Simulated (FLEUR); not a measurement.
# GaAs (F-43m) in FLEUR: band structure with LDA

Aim: the band structure of GaAs with LDA.

All numbers are computed with FLEUR MaX-R8.1 (later development tree); they aren't measurements. Logs are shortened: lines on timing, memory, paths and dates and some standing lists are left out, and cuts for length are marked.

**What was measured.**

“Evidence of valence band perturbations in GaAsN/GaAs(001): A combined variable-angle spectroscopic ellipsometry and modulated photoreflectance investigation”, 2008, arxiv:0805.2212 reports, for a bulk crystal of GaAs at 300 K: band gap 1.412 ± 0.01 eV (direct).

The results are compared with them further down.

**1. The structure**

It takes space group F-43m (No. 216, cubic). Conventional cell: a = 5.654 Å, b = 5.654 Å, c = 5.654 Å, α = 90.00°, β = 90.00°, γ = 90.00°. As (site symmetry -43m) has 4 Ga at 2.45 Å as nearest neighbours. Ga (site symmetry -43m) has 4 As at 2.45 Å as nearest neighbours.

**2. Band structure, LDA**

Input file inp.xml:

```xml
<?xml version="1.0" encoding="UTF-8" standalone="no"?>
<fleurInput fleurInputVersion="0.39">
   <comment>
      GaAs                                                                                                
   </comment>
   <calculationSetup>
      <cutoffs Kmax="4.58" Gmax="14.2" GmaxXC="14.2" numbands="0"/>
      <scfLoop itmax="60" minDistance="0.00001" maxIterBroyd="15" imix="Anderson" alpha="0.05" precondParam="0.0" spinf="2.0" sdNocoIR="T"/>
      <coreElectrons ctail="T" frcor="F" kcrel="0" coretail_lmax="0"/>
      <xcFunctional name="vwn" relativisticCorrections="F"/>
      <magnetism jspins="1"/>
      <soc l_soc="F" theta="0.0" phi="0.0" spav="F"/>
      <expertModes spex="0" secvar="F"/>
      <geometryOptimization l_f="F" forcealpha="1.0" forcemix="BFGS" epsdisp="0.00001" epsforce="0.00001"/>
      <ldaU l_linMix="F" mixParam="0.05" spinf="1.0"/>
   </calculationSetup>
   <cell>
      <bzIntegration valenceElectrons="42.0" mode="hist" fermiSmearingEnergy="0.00183747">
         <kPointListSelection listName="default-1"/>
         <!-- k-points included here -->
         <xi:include xmlns:xi="http://www.w3.org/2001/XInclude" href="kpts.xml"> </xi:include>
      </bzIntegration>
      <!-- symmetry operations included here -->
      <xi:include xmlns:xi="http://www.w3.org/2001/XInclude" href="sym.xml"> </xi:include>
      <bulkLattice scale="1.0">
         <bravaisMatrix>
[... 35 lines left out ...]
         <lo type="SCLO" l="1" n="3" eDeriv="0"/>
         <lo type="SCLO" l="1" n="3" eDeriv="1"/>
         <lo type="HELO" l="2" n="4" eDeriv="0"/>
         <lo type="HELO" l="2" n="4" eDeriv="1"/>
         <lo type="SCLO" l="3" n="4" eDeriv="2"/>
      </species>
   </atomSpecies>
   <atomGroups>
      <atomGroup species="Arsenic (As)">
         <relPos label="                   1">-1.000/4.000 -1.000/4.000 -1.000/4.000</relPos>
         <force calculate="T" relaxXYZ="TTT"/>
      </atomGroup>
      <atomGroup species="Gallium (Ga)">
         <relPos label="                   2">.0000000000 .0000000000 .0000000000</relPos>
         <force calculate="T" relaxXYZ="TTT"/>
      </atomGroup>
   </atomGroups>
   <output dos="F" band="F" slice="F">
      <checks vchk="F" cdinf="F"/>
      <bandDOS minEnergy="-.5*Htr" maxEnergy="0.5*Htr" sigma="0.015" storeEVData="T"/>
      <vacuumDOS vacdos="F" integ="F" star="F" nstars="0" locx1="0.0" locy1="0.0" locx2="0.0" locy2="0.0" nstm="0" tworkf="0.0"/>
      <unfoldingBand unfoldBand="F" supercellX="1" supercellY="1" supercellZ="1"/>
      <plotting iplot="0" polar="F">
         <plot TwoD="T" vec1="  1.0  0.0  0.0" vec2="  0.0  1.0  0.0" vec3="  0.0  0.0  1.0" zero="  0.0  0.0  0.0" file="plot"/>
      </plotting>
      <chargeDensitySlicing numkpt="0" minEigenval="0.0" maxEigenval="0.0" nnne="0" pallst="F"/>
      <specialOutput eonly="F"/>
      <moessbauerParams electricFieldGradient="T" isomerShift="T" coreHyperfine="T" valenceHyperfine="T"/>
      <magneticCircularDichroism mcd="F" energyLo="-10.0" energyUp="0.0"/>
   </output>
  <!-- We include the file relax.xml here to enable relaxations (see documentation) -->
  <xi:include xmlns:xi="http://www.w3.org/2001/XInclude" href="relax.xml"> <xi:fallback/> </xi:include>
</fleurInput>
```

Input file crystal.txt:

```
GaAs
&input cartesian=F /
0.0000000000  2.8268500000  2.8268500000
2.8268500000  0.0000000000  2.8268500000
2.8268500000  2.8268500000  0.0000000000
1.8897261246
1.0 1.0 1.0

2
33 0.7500000000  0.7500000000  0.7500000000
31 0.0000000000  0.0000000000  0.0000000000

&kpt div1=8 div2=8 div3=8 gamma=T /
```

Input file inp.xml (bands):

```
<?xml version="1.0" encoding="UTF-8" standalone="no"?>
<fleurInput fleurInputVersion="0.39">
   <comment>
      GaAs                                                                                                
   </comment>
   <calculationSetup>
      <cutoffs Kmax="4.58" Gmax="14.2" GmaxXC="14.2" numbands="0"/>
      <scfLoop itmax="60" minDistance="0.00001" maxIterBroyd="15" imix="Anderson" alpha="0.05" precondParam="0.0" spinf="2.0" sdNocoIR="T"/>
      <coreElectrons ctail="T" frcor="F" kcrel="0" coretail_lmax="0"/>
      <xcFunctional name="vwn" relativisticCorrections="F"/>
      <magnetism jspins="1"/>
      <soc l_soc="F" theta="0.0" phi="0.0" spav="F"/>
      <expertModes spex="0" secvar="F"/>
      <geometryOptimization l_f="F" forcealpha="1.0" forcemix="BFGS" epsdisp="0.00001" epsforce="0.00001"/>
      <ldaU l_linMix="F" mixParam="0.05" spinf="1.0"/>
   </calculationSetup>
   <cell>
      <bzIntegration valenceElectrons="42.0" mode="hist" fermiSmearingEnergy="0.00183747">
         <kPointListSelection listName="path-1"/>
         <!-- k-points included here -->
         <xi:include xmlns:xi="http://www.w3.org/2001/XInclude" href="kpts.xml"> </xi:include>
      </bzIntegration>
      <!-- symmetry operations included here -->
      <xi:include xmlns:xi="http://www.w3.org/2001/XInclude" href="sym.xml"> </xi:include>
      <bulkLattice scale="1.0">
         <bravaisMatrix>
[... 34 lines left out ...]
         <lo type="SCLO" l="0" n="3" eDeriv="0"/>
         <lo type="SCLO" l="1" n="3" eDeriv="0"/>
         <lo type="SCLO" l="1" n="3" eDeriv="1"/>
         <lo type="HELO" l="2" n="4" eDeriv="0"/>
         <lo type="HELO" l="2" n="4" eDeriv="1"/>
         <lo type="SCLO" l="3" n="4" eDeriv="2"/>
      </species>
   </atomSpecies>
   <atomGroups>
      <atomGroup species="Arsenic (As)">
         <relPos label="                   1">-1.000/4.000 -1.000/4.000 -1.000/4.000</relPos>
         <force calculate="T" relaxXYZ="TTT"/>
      </atomGroup>
      <atomGroup species="Gallium (Ga)">
         <relPos label="                   2">.0000000000 .0000000000 .0000000000</relPos>
         <force calculate="T" relaxXYZ="TTT"/>
      </atomGroup>
   </atomGroups>
   <output dos="F" band="T" slice="F">
      <checks vchk="F" cdinf="F"/>
      <bandDOS minEnergy="-.5*Htr" maxEnergy="0.5*Htr" sigma="0.015" storeEVData="T"/>
      <vacuumDOS vacdos="F" integ="F" star="F" nstars="0" locx1="0.0" locy1="0.0" locx2="0.0" locy2="0.0" nstm="0" tworkf="0.0"/>
      <unfoldingBand unfoldBand="F" supercellX="1" supercellY="1" supercellZ="1"/>
      <plotting iplot="0" polar="F">
         <plot TwoD="T" vec1="  1.0  0.0  0.0" vec2="  0.0  1.0  0.0" vec3="  0.0  0.0  1.0" zero="  0.0  0.0  0.0" file="plot"/>
      </plotting>
      <chargeDensitySlicing numkpt="0" minEigenval="0.0" maxEigenval="0.0" nnne="0" pallst="F"/>
      <specialOutput eonly="F"/>
      <moessbauerParams electricFieldGradient="T" isomerShift="T" coreHyperfine="T" valenceHyperfine="T"/>
      <magneticCircularDichroism mcd="F" energyLo="-10.0" energyUp="0.0"/>
   </output>
  <!-- We include the file relax.xml here to enable relaxations (see documentation) -->
  <xi:include xmlns:xi="http://www.w3.org/2001/XInclude" href="relax.xml"> <xi:fallback/> </xi:include>
</fleurInput>
```

Potentials or basis: all-electron, FLAPW.

Run with:

```
$ inpgen -f crystal.txt -profile fastHighL
$ # inp.xml edited to the form shown
$ fleur_MPI
$ fleur_MPI   # second run, on inp.xml (bands)
```

What it wrote:

```text
Welcome to FLEUR        (www.flapw.de)
      MaX-Release 8.1          (www.max-centre.eu)

 ========== k-point set info ==========
 Selected k-point list: default-1
 k-point list type: mesh
 8 x 8 x 8
 Number of k points: 29

 ------------Calculation Setup---------------------------
 Number of MPI-tasks      :            1
 Number of PE/node        :            1
 Number of OMP-threads    :            1
 Most efficient MPI parallelization for:
           1          29
 Additional eigenvalue parallelization possible
 Number of basis functions:          615
 Approximate size of matrices (H+S) per k-point:         0.011 GB
 --------------------------------------------------------
 Iteration:     1   Distance:       6.86935104 me/bohr^3
 Iteration:     2   Distance:       6.32086953 me/bohr^3
 Iteration:     3   Distance:       3.47361398 me/bohr^3
 Iteration:     4   Distance:       0.95601659 me/bohr^3
 Iteration:     5   Distance:       0.81997130 me/bohr^3
 Iteration:     6   Distance:       0.15607944 me/bohr^3
 Iteration:     7   Distance:       0.06604338 me/bohr^3
 Iteration:     8   Distance:       0.06089324 me/bohr^3
 Iteration:     9   Distance:       0.00711593 me/bohr^3
 Iteration:    10   Distance:       0.00674224 me/bohr^3
 Iteration:    11   Distance:       0.00177757 me/bohr^3
 Iteration:    12   Distance:       0.00017043 me/bohr^3
 Iteration:    13   Distance:       0.00010347 me/bohr^3
 Iteration:    14   Distance:       0.00000431 me/bohr^3

 ********************************************************************
 Run finished successfully
 Stop message:
   all done
 ********************************************************************
```

output (bands):

```text
Welcome to FLEUR        (www.flapw.de)
      MaX-Release 8.1          (www.max-centre.eu)

 ========== k-point set info ==========
 Selected k-point list: path-1
 k-point list type: path
 Number of k points: 60

 ------------Calculation Setup---------------------------
 Number of MPI-tasks      :            1
 Number of PE/node        :            1
 Number of OMP-threads    :            1
 Most efficient MPI parallelization for:
           1           2           3           4           5           6          10          12          15          20          30          60
 Additional eigenvalue parallelization possible
 Number of basis functions:          615
 Approximate size of matrices (H+S) per k-point:         0.011 GB
 --------------------------------------------------------
 Fermi energy correction for metals:
 Fermi energy in bands.* files may not be consistent with last density.
 Please correct it manually (e.g. in band.gnu file).

 Note: Band structure data (together with different weights) is also stored in the banddos.hdf file.
       A convenient way of extracting and plotting the data from that file is by making use of the

 ********************************************************************
 Run finished successfully
 Stop message:
   Charge density postprocessing done.
 ********************************************************************
```

out.xml (last iteration):

```text
<iteration numberForCurrentRun="   14" overallNumber="   14">
         <energyParameters units="Htr">
            <atomicEP atomType="1" spin="1" branch="4s" branchLowest="-6.56" branchHighest="0.76" value="-0.2482811229"/>
            <atomicEP atomType="1" spin="1" branch="4p" branchLowest="-4.50" branchHighest="1.48" value="0.0072889998"/>
            <atomicEP atomType="1" spin="1" branch="3d" branchLowest="-9.99" branchHighest="-1.08" value="-1.0911324910"/>
            <atomicEP atomType="1" spin="1" branch="4f" branchLowest="-9.99" branchHighest="3.55" value="0.3850099686"/>
            <loAtomicEP atomType="1" spin="1" branch="3p" branchLowest="-47.46" branchHighest="-4.50" value="-4.5010816451"/>
            <loAtomicEP atomType="1" spin="1" branch="3p" branchLowest="-47.46" branchHighest="-4.50" value="-4.5010816451"/>
            <heloAtomicEP atomType="1" spin="1" branch="4d" branchLowest="1.97" branchHighest="1.97" value="1.9688366601"/>
            <heloAtomicEP atomType="1" spin="1" branch="4d" branchLowest="1.97" branchHighest="1.97" value="1.9688366601"/>
            <loAtomicEP atomType="1" spin="1" branch="4s" branchLowest="-6.56" branchHighest="0.76" value="-0.2482811229"/>
            <loAtomicEP atomType="1" spin="1" branch="4f" branchLowest="-9.99" branchHighest="3.55" value="0.3850140978"/>
            <atomicEP atomType="2" spin="1" branch="4s" branchLowest="-5.05" branchHighest="1.29" value="-0.0958533052"/>
            <atomicEP atomType="2" spin="1" branch="4p" branchLowest="-3.25" branchHighest="1.98" value="0.0883357335"/>
            <atomicEP atomType="2" spin="1" branch="3d" branchLowest="-9.99" branchHighest="-0.29" value="-0.3446925600"/>
            <atomicEP atomType="2" spin="1" branch="4f" branchLowest="-9.99" branchHighest="3.77" value="0.4330106333"/>
            <loAtomicEP atomType="2" spin="1" branch="3s" branchLowest="-45.93" branchHighest="-5.05" value="-5.0516805069"/>
            <loAtomicEP atomType="2" spin="1" branch="3p" branchLowest="-39.97" branchHighest="-3.25" value="-3.2607411009"/>
            <loAtomicEP atomType="2" spin="1" branch="3p" branchLowest="-39.97" branchHighest="-3.25" value="-3.2607411009"/>
            <heloAtomicEP atomType="2" spin="1" branch="4d" branchLowest="2.32" branchHighest="2.32" value="2.3164791624"/>
            <heloAtomicEP atomType="2" spin="1" branch="4d" branchLowest="2.32" branchHighest="2.32" value="2.3164791624"/>
            <loAtomicEP atomType="2" spin="1" branch="4f" branchLowest="-9.99" branchHighest="3.77" value="0.4330145194"/>
         </energyParameters>
         <eigenvalues>
            <eigenvaluesAt spin="1" ikpt="1" k_x="0.00000000" k_y="0.00000000" k_z="0.00000000">
                      -5.0516766704       -4.4984791004       -4.4984791004       -4.4984791004       -3.2590349715
                      -3.2590349715       -3.2590349715       -1.1016441376       -1.1016441376       -1.1016441376
                      -1.1012667206       -1.1012667206       -0.3521269740       -0.3521269740       -0.3521269740
                      -0.3492555864       -0.3492555864       -0.2745905521        0.1952274351        0.1952274351
[... 58 lines left out ...]
            <totalCharge value="63.9999999984"/>
         </allElectronCharges>
         <moessbauerParams unitsHFF="kG" unitsIS="e/bohr^3" unitsEFG="Htr/bohr^2">
            <coreIsomerShift atomType="1" isTotal="35582.67657">
               <shell n="1" l="0" isomerShift="31817.34374"/>
               <shell n="2" l="0" isomerShift="3230.57751"/>
               <shell n="2" l="1" isomerShift="30.46234"/>
               <shell n="3" l="0" isomerShift="504.29298"/>
            </coreIsomerShift>
            <coreIsomerShift atomType="2" isTotal="27861.03992">
               <shell n="1" l="0" isomerShift="25320.63350"/>
               <shell n="2" l="0" isomerShift="2519.77259"/>
               <shell n="2" l="1" isomerShift="20.63383"/>
            </coreIsomerShift>
            <isomerShift atomType="1" nucleusRadius="0.0000996" averageDensity="35624.63577"/>
            <isomerShift atomType="2" nucleusRadius="0.0000972" averageDensity="28261.52838"/>
            <electricFieldGradient atomType="1" VXX="0.00000" VYY="0.00000" VZZ="0.00000" asymParam="0.00000">
            </electricFieldGradient>
            <electricFieldGradient atomType="2" VXX="0.00000" VYY="0.00000" VZZ="0.00000" asymParam="0.00000">
            </electricFieldGradient>
         </moessbauerParams>
         <totalEnergy                                    value="    -4199.4293843817" units="Htr">
            <sumOfEigenvalues                            value="    -2417.5115726058">
               <coreElectrons value="-2346.3346978776"/>
               <valenceElectrons value="-71.1768747282"/>
            </sumOfEigenvalues>
            <densityCoulombPotentialIntegral value="-6500.0610275887"/>
            <densityEffectivePotentialIntegral value="-6703.5908621543"/>
            <chargeDenXCDenIntegral value="-153.6698012003"/>
            <FockExchangeEnergyValence value="0.0000000000"/>
            <FockExchangeEnergyCore value="0.0000000000"/>
            <atomTypeDependentContributions atomType="1">
               <electronNucleiInteractionDifferentMTs value="2715.0027532129"/>
               <MadelungTerm value="-17.9916843277"/>
            </atomTypeDependentContributions>
            <atomTypeDependentContributions atomType="2">
               <electronNucleiInteractionDifferentMTs value="2334.1104316713"/>
               <MadelungTerm value="-14.7034897237"/>
            </atomTypeDependentContributions>
            <tkbTimesEntropy value="0.0000055990"/>
            <freeEnergy value="-4199.4293899808"/>
            <extrapolationTo0K value="-4199.4293871812"/>
         </totalEnergy>
         <densityConvergence units="me/bohr^3">
            <chargeDensity spin="1" distance="0.0000043106"/>
         </densityConvergence>
      </iteration>
```

It took 89 s on 1 thread of Arm Neoverse V2, shared host; peak memory 0.07 GiB.

Results:

```
Free energy                                           : -114272.2951 eV
Band gap on the k mesh                                : 0.28 eV, direct
Band gap along the path                               : 0.28 eV, direct
Valence electrons inside the program's atomic spheres : As 18.83; Ga 19.16 (radii As 2.14, Ga 2.14 bohr)
```

Levels at the corners of the path, in eV from the valence-band top:
```csv
point,band 19,band 20,band 21,band 22,band 23,band 24
Γ,0.00,0.00,0.00,0.28,3.69,3.69
X,-6.88,-2.68,-2.68,1.35,1.56,10.04
W,-6.69,-3.55,-3.36,4.54,4.64,5.30
K,-6.69,-3.88,-2.26,1.86,4.55,7.82
Γ,0.00,0.00,0.00,0.28,3.69,3.69
L,-6.69,-1.14,-1.14,0.85,4.60,4.60
U,-6.69,-3.88,-2.26,1.86,4.55,7.82
W,-6.69,-3.55,-3.36,4.54,4.64,5.30
L,-6.69,-1.14,-1.14,0.85,4.60,4.60
K,-6.69,-3.88,-2.26,1.86,4.55,7.82
U,-6.69,-3.88,-2.26,1.86,4.55,7.82
X,-6.88,-2.68,-2.68,1.35,1.56,10.04
```

Core levels (eV from the Fermi level):
| atom | levels |
| --- | --- |
| 1 As | 1s1/2 -11690.0, 2s1/2 -1478.4, 2p1/2 -1321.7, 2p3/2 -1285.2, 3s1/2 -184.0 |
| 2 Ga | 1s1/2 -10203.6, 2s1/2 -1255.2, 2p1/2 -1112.0, 2p3/2 -1084.4 |

**3. Against experiment**

Step 2. Measured gap of GaAs: 1.412 eV (direct; 300 K; “Evidence of valence band perturbations in GaAsN/GaAs(001): A combined variable-angle spectroscopic ellipsometry and modulated photoreflectance investigation”, 2008, arxiv:0805.2212). This calculation gives 0.28 eV (-1.13 eV). So large a miss can be the level of theory's own, or it may mean another phase, state or a wrong row. 3 values of this kind are on record (1.412 to 1.51 eV); this one was drawn at random among those near their median, those with a stated uncertainty first. Spin-orbit coupling on As, Ga is left out. The value is that of LDA, without temperature or zero-point motion. Semilocal functionals fall short of measured gaps as a rule.
